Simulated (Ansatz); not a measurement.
Here is an unrelaxed guess for Zn2SnN2.

```cif
data_structure
_symmetry_space_group_name_H-M 'P 1'
_symmetry_Int_Tables_number 1
_cell_length_a 4.3775
_cell_length_b 4.3775
_cell_length_c 4.8803
_cell_angle_alpha 90.000
_cell_angle_beta 90.000
_cell_angle_gamma 120.000
_cell_volume 80.99
loop_
_atom_site_label
_atom_site_type_symbol
_atom_site_fract_x
_atom_site_fract_y
_atom_site_fract_z
_atom_site_occupancy
Zn1 Zn 0.33333 0.66667 0.00000 1
Zn2 Zn 0.66667 0.33333 0.00000 1
Sn1 Sn 0.00000 0.00000 0.50000 1
N1 N 0.33333 0.66667 0.50000 1
N2 N 0.66667 0.33333 0.50000 1
```

These are results of DFT PBE, scalar-relativistic, plane waves, PAW in Ansatz 0.2.0, not measurements. Settings: cutoff 420 eV, Γ-centred mesh 6×6×4 on the computed 5-atom cell, Gaussian smearing of 0.10 eV; no spin polarisation.

Formation energies are uncorrected and refer to the elements' standard structures at the same level (N₂ as a molecule). The references include grey tin.

Q: How far from equilibrium is it?

A: The pressure is -8.6 GPa (the mean over three directions, positive in compression), the largest force is 0.00 eV/Å (symmetry fixes the atoms), and the energy is +1.29 eV/atom against the elements. The shortest distance is 2.44 Å.

Q: Is it a good guess?

A: A rough one: relaxing gains about 0.46 eV/atom (the start's value is from the coarse mesh, so the gain is rough) in 23 ionic steps and ends at +0.83 eV/atom on the finer mesh. The symmetry stays P6/mmm (No. 191). The volume per atom grows by 2.1 %, from 16.2 to 16.5 Å³. The shortest distance goes from 2.44 Å (Zn–N) to 1.78 Å (Zn–N). The ratio c/a of the conventional cell changes by a factor of 0.62. Conventional cell: a = 5.182 Å, c = 3.555 Å. Zn is surrounded by 2 N at 1.78 Å; around Sn lie 6 N at 2.99 Å (long contacts); N is surrounded by 2 Zn at 1.78 Å, 3 N at 2.99 Å and 3 Sn at 2.99 Å.

The last run used a 12×12×10 mesh (in the run's order of axes) for its 5-atom cell and Gaussian smearing of 0.10 eV. The relaxation can't lower the symmetry of the start, and the grade says only how near the guess is to its own end. A structure relaxed within its symmetry needn't be a true minimum. Another cell of Zn2SnN2 relaxed alike, in P-6m2, lies 0.49 eV/atom lower, so this cell isn't the stable form at this level.
